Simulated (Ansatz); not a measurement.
The system is BaTiO3.

```
Ba Ti O
1.0
     4.00600    0.00000    0.00000
     0.00000    4.00600    0.00000
     0.00000    0.00000    4.00600
Ba Ti O
1 1 3
Cartesian
  2.0030 2.0030 2.0030
  0.0000 0.0000 0.0000
  0.0000 0.0000 2.0030
  0.0000 2.0030 0.0000
  2.0030 0.0000 0.0000
```

Base run:

```yaml
Program: Ansatz 0.2.0
Functional: PBEsol
Potentials_or_basis: Ansatz PAW
Cutoff: 420 eV
Density_cutoff: 1680 eV
k_mesh: 6 × 6 × 6
Occupations: fixed
Spin: no spin polarisation
```

Its results: band gap on the k mesh 1.76 eV, indirect (least direct gap 1.87 eV); pressure -4.6 GPa.

Q: The run is repeated on the same cell with these changes: functional from PBEsol to r2SCAN; cutoff from 420 eV to 500 eV; density cutoff from 1680 eV to 2000 eV; level from pbesol to r2scan. What comes out?

A: Band gap on the k mesh 2.15 eV, indirect (least direct gap 2.27 eV); pressure -1.6 GPa.

Caveats: spin-orbit coupling is left out, which moves the levels of the heavy elements; the PAW data sets come from PBE, with cores solved anew for the run's functional, which leaves a small shift of forces and pressure.

Not every run made on this cell is shown here.
